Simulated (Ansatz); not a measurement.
## P in place of N: AlN and AlP

Level of theory: Ansatz, DFT PBE, scalar-relativistic, plane waves, PAW. All cells share a 420 eV cutoff and Γ-centred k meshes spaced about 0.3 Å⁻¹ or finer (0.25 for metals, 2π included). No spin polarisation.

The zero of energy is the elements' standard structures at the same level (N₂ as a molecule); no fitted shifts are applied. The references include black phosphorus.

AlN in the zinc blende type (F-43m (No. 216); Materials Project) has a = 4.403 Å, 10.67 Å³/atom, shortest distance 1.91 Å (Al–N), formation energy -1.347 eV/atom, a gap of 3.31 eV on its mesh:

Space group F-43m (No. 216). a = 4.403 Å, b = 4.403 Å, c = 4.403 Å, α = 90.00°, β = 90.00°, γ = 90.00°
```
atom  site  symmetry       x       y       z
  Al    4c      -43m  0.2500  0.2500  0.2500
   N    4b      -43m  0.5000  0.0000  0.0000
```

**Question.** Predict cell, gap and energy of AlP in the same type.

**Answer.** AlP (COD) has a = 5.507 Å, 20.88 Å³/atom, shortest distance 2.38 Å (Al–P), formation energy -0.633 eV/atom, a gap of 1.63 eV on its mesh. The volume per atom changes by +95.7 % and the formation energy by +0.714 eV/atom (from unrounded values). The gap narrows by 1.68 eV. The covalent radius goes from 0.71 Å (N) to 1.07 Å (P), a change of +0.36 Å, and the shortest distance changes by +0.47 Å; the electronegativity goes from 3.04 to 2.19.

```cif
data_structure
_symmetry_space_group_name_H-M 'P 1'
_symmetry_Int_Tables_number 1
_cell_length_a 3.8943
_cell_length_b 3.8943
_cell_length_c 3.8943
_cell_angle_alpha 60.000
_cell_angle_beta 60.000
_cell_angle_gamma 60.000
_cell_volume 41.76
loop_
_atom_site_label
_atom_site_type_symbol
_atom_site_fract_x
_atom_site_fract_y
_atom_site_fract_z
_atom_site_occupancy
Al1 Al 0.00000 0.00000 0.00000 1
P1 P 0.25000 0.25000 0.25000 1
```

Kohn–Sham gaps at this level usually fall short of measured ones. The reference form of P is held partly by dispersion forces, which this level lacks. Whether either cell is stable depends on other phases, which aren't compared here.
